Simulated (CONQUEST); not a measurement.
AlN:

```
Al N
1.0
     3.11300    0.00000    0.00000
     0.00000    4.98100    0.00000
     0.00000    0.00000    5.39187
Al N
4 4
Direct
  0.00000 0.50000 0.33333
  0.50000 0.50000 0.83333
  0.00000 0.00000 0.66667
  0.50000 0.00000 0.16667
  0.00000 0.88000 0.33333
  0.50000 0.88000 0.83333
  0.00000 0.38000 0.66667
  0.50000 0.38000 0.16667
```

Program: CONQUEST 1.3. Alike in all runs: task single point; level PBE; no spin polarisation; cell as given; k mesh 7 × 5 × 4; smearing fermi-dirac 0.05 eV.

Problem. Order these runs on this cell by their band gap on the k mesh, lowest first.
A. potentials or basis PseudoDojo NC PBE, DZ, grid cutoff 150 Ha
B. potentials or basis PseudoDojo NC PBE, SZP, grid cutoff 150 Ha
C. potentials or basis PseudoDojo NC PBE, SZ, grid cutoff 150 Ha
D. potentials or basis PseudoDojo NC PBE, DZP, grid cutoff 150 Ha

Solution. C (3.99 eV), A (4.17 eV), D (4.40 eV), B (4.87 eV).

Caveats: an odd mesh through Γ misses points on the zone boundary, where band edges often lie; the basis of atomic orbitals isn't converged, which shifts pressures, moduli and gaps; the atomic basis is small (some runs).
